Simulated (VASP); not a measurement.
A run of VASP 6.6.1 is set up as follows.

The input INCAR:

```
SYSTEM = Sr
ALGO = Normal ; EDIFF = 1E-6
EDIFFG = -0.01 ; ENCUT = 600
IBRION = 2 ; ISIF = 3
ISMEAR = 1 ; LASPH = .True.
LCHARG = .False. ; LMIXTAU = .True.
LREAL = .False. ; LWAVE = .False.
METAGGA = R2SCAN ; NELM = 80
NSW = 90 ; PREC = Accurate
SIGMA = 0.1
```

KPOINTS

```
k-points
0
Gamma
  12 12 12
  0 0 0
```

The input POSCAR:

```
Sr
1.0
    0.0000000000      3.0423500000      3.0423500000
    3.0423500000      0.0000000000      3.0423500000
    3.0423500000      3.0423500000      0.0000000000
Sr
1
Direct
    0.0000000000      0.0000000000      0.0000000000
```

Potentials or basis: VASP PAW PBE potentials, release 64 (Sr_sv).

Command:

```sh
$ cat potpaw_PBE.64/Sr_sv/POTCAR > POTCAR
$ mpirun -np 1 vasp_std > vasp.out
```

What does it give for the space group after relaxing (to 0.05 Å)?

Fm-3m (No. 225).

What does it give for the relaxed cell?

a = 4.314 Å, b = 4.314 Å, c = 4.314 Å, α = 60.00°, β = 60.00°, γ = 60.00°.

Final structure:
```
Sr
1.0
     0.00000    3.05022    3.05022
     3.05022    0.00000    3.05022
     3.05022    3.05022    0.00000
Sr
1
Direct
  0.00000 0.00000 0.00000
```

 Zero-point motion and thermal expansion aren't in these numbers.
